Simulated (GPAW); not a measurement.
# GaP (F-43m) in GPAW: notebook, part 2 of 3

GPAW 26.7.0. The steps go on from the part before.

## 3. Elastic constants, TPSS+D3, 20.24 Å³/atom

run.py reads:

```python
import json
import numpy as np
import spglib
from ase import Atoms
from ase.calculators.mixing import SumCalculator
from ase.constraints import FixSymmetry
from ase.filters import FrechetCellFilter
from ase.io import read, write
from ase.optimize import BFGS
from ase.stress import full_3x3_to_voigt_6_stress, voigt_6_to_full_3x3_strain, voigt_6_to_full_3x3_stress
from ase.units import GPa
from dftd3.ase import DFTD3
from gpaw import GPAW, PW

atoms = read('GaP.cif')
cell, positions, numbers = spglib.find_primitive(
    (atoms.cell[:], atoms.get_scaled_positions(), atoms.numbers), symprec=1e-4)
atoms = Atoms(numbers, cell=cell, scaled_positions=positions, pbc=True)

calc = GPAW(mode=PW(600),
            xc='MGGA_X_TPSS+MGGA_C_TPSS',
            kpts={'size': (8, 8, 8), 'gamma': True},
            occupations={'name': 'fermi-dirac', 'width': 0.05},
            nbands=11,
            convergence={'density': 1e-06, 'eigenstates': 1e-09},
            eigensolver='davidson',
            maxiter=150,
            symmetry={'tolerance': 0.001},
            txt='gpaw.txt')
atoms.calc = SumCalculator([calc, DFTD3(method='tpss', damping='d3zero')])
atoms.set_constraint(FixSymmetry(atoms))
BFGS(FrechetCellFilter(atoms), trajectory='relax.traj', logfile='-').run(fmax=0.005, steps=40)
atoms.set_constraint()
energy = atoms.get_potential_energy()
forces = atoms.get_forces()
stress = atoms.get_stress()
calc.write('gs.gpw')
write('result.traj', atoms)
print('Cell:', atoms.cell.cellpar().round(4))
print(atoms.get_scaled_positions().round(5))

gpts = tuple(int(n) for n in calc.get_number_of_grid_points())
cell = atoms.cell[:].T
dataset = spglib.get_symmetry((atoms.cell[:], atoms.get_scaled_positions(), atoms.numbers), symprec=1e-4)
rotations = [cell @ w @ np.linalg.inv(cell) for w in dataset['rotations']]
strains, clamped, relaxed = [], [], []
for v in [0, 3]:
    for e in (-0.01, 0.01):
        voigt = np.zeros(6)
        voigt[v] = e
        F = voigt_6_to_full_3x3_strain(voigt)
        a = atoms.copy()
        a.set_cell(atoms.cell[:] @ F, scale_atoms=True)
        c = GPAW(mode=PW(600),
                 xc='MGGA_X_TPSS+MGGA_C_TPSS',
                 kpts={'size': (8, 8, 8), 'gamma': True},
                 occupations={'name': 'fermi-dirac', 'width': 0.05},
                 nbands=11,
                 convergence={'density': 1e-06, 'eigenstates': 1e-09},
                 eigensolver='davidson',
                 maxiter=150,
                 symmetry={'tolerance': 0.001},
                 gpts=gpts,
                 txt=f'strain-{v}{e:+.3f}.txt')
        a.calc = SumCalculator([c, DFTD3(method='tpss', damping='d3zero')])
        s0 = s1 = a.get_stress() - stress
        BFGS(a, logfile=None).run(fmax=0.003, steps=25)
        s1 = a.get_stress() - stress
        print(v, e, 'clamped', (s0 / GPa).round(3), 'relaxed', (s1 / GPa).round(3), flush=True)
        for R in rotations:  # images under the point group
            eps = R @ (F - np.eye(3)) @ R.T
            strains.append(full_3x3_to_voigt_6_stress(eps) * [1, 1, 1, 2, 2, 2])
            for s, rows in ((s0, clamped), (s1, relaxed)):
                rows.append(full_3x3_to_voigt_6_stress(R @ voigt_6_to_full_3x3_stress(s) @ R.T))

C0, C = (np.linalg.lstsq(np.array(strains), np.array(s), rcond=None)[0].T / GPa for s in (clamped, relaxed))
print('Clamped-ion Cij (GPa):')
print(C0.round(1))
print('Relaxed-ion Cij (GPa):')
print(C.round(1))
json.dump({'clamped': C0.tolist(), 'relaxed': C.tolist()}, open('elastic.json', 'w'))
```

GaP.cif reads:

```cif
data_GaP
_cell_length_a 5.45050000
_cell_length_b 5.45050000
_cell_length_c 5.45050000
_cell_angle_alpha 90.00000000
_cell_angle_beta 90.00000000
_cell_angle_gamma 90.00000000
_space_group_name_H-M_alt 'F-43m'
_space_group_name_Hall 'F -4 2 3'
_space_group_IT_number 216
loop_
_space_group_symop_operation_xyz
'x,y,z'
'y,-x,-z'
'-x,-y,z'
'-y,x,-z'
'x,-y,-z'
'y,x,z'
'-x,y,-z'
'-y,-x,z'
'z,x,y'
'-z,y,-x'
'z,-x,-y'
'-z,-y,x'
'-z,x,-y'
'z,y,x'
'-z,-x,y'
'z,-y,-x'
'y,z,x'
'-x,-z,y'
'-y,z,-x'
'x,-z,-y'
'-y,-z,x'
'x,z,y'
'y,-z,-x'
'-x,z,-y'
'x,y+1/2,z+1/2'
'y,-x+1/2,-z+1/2'
'-x,-y+1/2,z+1/2'
'-y,x+1/2,-z+1/2'
'x,-y+1/2,-z+1/2'
'y,x+1/2,z+1/2'
'-x,y+1/2,-z+1/2'
'-y,-x+1/2,z+1/2'
'z,x+1/2,y+1/2'
'-z,y+1/2,-x+1/2'
'z,-x+1/2,-y+1/2'
'-z,-y+1/2,x+1/2'
'-z,x+1/2,-y+1/2'
'z,y+1/2,x+1/2'
'-z,-x+1/2,y+1/2'
'z,-y+1/2,-x+1/2'
'y,z+1/2,x+1/2'
'-x,-z+1/2,y+1/2'
'-y,z+1/2,-x+1/2'
'x,-z+1/2,-y+1/2'
'-y,-z+1/2,x+1/2'
'x,z+1/2,y+1/2'
'y,-z+1/2,-x+1/2'
'-x,z+1/2,-y+1/2'
'x+1/2,y,z+1/2'
'y+1/2,-x,-z+1/2'
'-x+1/2,-y,z+1/2'
'-y+1/2,x,-z+1/2'
'x+1/2,-y,-z+1/2'
'y+1/2,x,z+1/2'
'-x+1/2,y,-z+1/2'
'-y+1/2,-x,z+1/2'
'z+1/2,x,y+1/2'
'-z+1/2,y,-x+1/2'
'z+1/2,-x,-y+1/2'
'-z+1/2,-y,x+1/2'
'-z+1/2,x,-y+1/2'
'z+1/2,y,x+1/2'
'-z+1/2,-x,y+1/2'
'z+1/2,-y,-x+1/2'
'y+1/2,z,x+1/2'
'-x+1/2,-z,y+1/2'
'-y+1/2,z,-x+1/2'
'x+1/2,-z,-y+1/2'
'-y+1/2,-z,x+1/2'
'x+1/2,z,y+1/2'
'y+1/2,-z,-x+1/2'
'-x+1/2,z,-y+1/2'
'x+1/2,y+1/2,z'
'y+1/2,-x+1/2,-z'
'-x+1/2,-y+1/2,z'
'-y+1/2,x+1/2,-z'
'x+1/2,-y+1/2,-z'
'y+1/2,x+1/2,z'
'-x+1/2,y+1/2,-z'
'-y+1/2,-x+1/2,z'
'z+1/2,x+1/2,y'
'-z+1/2,y+1/2,-x'
'z+1/2,-x+1/2,-y'
'-z+1/2,-y+1/2,x'
'-z+1/2,x+1/2,-y'
'z+1/2,y+1/2,x'
'-z+1/2,-x+1/2,y'
'z+1/2,-y+1/2,-x'
'y+1/2,z+1/2,x'
'-x+1/2,-z+1/2,y'
'-y+1/2,z+1/2,-x'
'x+1/2,-z+1/2,-y'
'-y+1/2,-z+1/2,x'
'x+1/2,z+1/2,y'
'y+1/2,-z+1/2,-x'
'-x+1/2,z+1/2,-y'
loop_
_atom_site_label
_atom_site_type_symbol
_atom_site_symmetry_multiplicity
_atom_site_Wyckoff_symbol
_atom_site_fract_x
_atom_site_fract_y
_atom_site_fract_z
_atom_site_occupancy
Ga1 Ga 4 a 0.0000000000 0.0000000000 0.0000000000 1
P1 P 4 c 0.2500000000 0.2500000000 0.2500000000 1
```

Potentials or basis: GPAW PAW data sets (gpaw-data 1.2.1), pw.

Run with:

```console
$ OMP_NUM_THREADS=1 python run.py
```

It took 18 min on 1 thread of Arm Neoverse V1, shared host; peak memory 0.67 GiB.

Results (log left out):

```
Free energy                                  : -21.6160 eV
Relaxed volume                               : 20.65 Å³/atom
Relaxed cell                                 : a = 3.880 Å, b = 3.880 Å, c = 3.880 Å, α = 60.00°, β = 60.00°, γ = 60.00°
Space group after relaxing (to 0.05 Å)       : F-43m (No. 216)
Pressure after relaxing                      : 0.0 GPa
Band gap on the k mesh                       : 1.74 eV, indirect (least direct gap 1.89 eV)
Elastic constants C11, C12, C44              : 131, 64, 65 GPa
Voigt bulk modulus                           : 87 GPa
Bulk modulus (Hill)                          : 87 GPa
Shear modulus (Hill)                         : 50 GPa
Young's modulus                              : 125 GPa
Poisson's ratio (from the elastic constants) : 0.26
Dispersion energy per atom                   : -0.269 eV
```

Caveat: the data sets keep Ga 3d, Li 1s and Be 1s frozen, and some such compounds lay over 1.5 % in volume off other programs; the density grid can change from cell to cell, which puts small steps into energies and stress; the PAW data sets were made with another functional, which shifts forces and pressure a little.

(Continued in part 3 of 3.)
